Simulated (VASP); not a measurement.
Te:

```
Te
1.0
     2.30590    1.33131    1.69095
    -2.30590    1.33131    1.69095
     0.00000   -2.66263    1.69095
Te
1
Direct
  0.50000 0.50000 0.50000
```

This isn't the form of Te at room conditions, which is trigonal, of chains.

Base run:

```yaml
Program: VASP 6.6.1
Functional: SCAN
Potentials_or_basis: VASP PAW PBE potentials, release 64 (Te)
Cutoff: 520 eV
k_mesh: 7 × 7 × 7
Occupations: fermi-dirac, width 0.05 eV
Spin: spin-orbit coupling, no magnetisation
```

Its results: pressure 0.2 GPa.

Q: The run is repeated on the same cell with these changes: functional from SCAN to r2SCAN; further incar settings from ALGO = Normal; EDIFF = 1e-07 to ALGO = Normal; EDIFF = 1e-06. What comes out?

A: Pressure 2.0 GPa.

Caveats: the PAW data sets were made with another functional, which shifts forces and pressure a little.
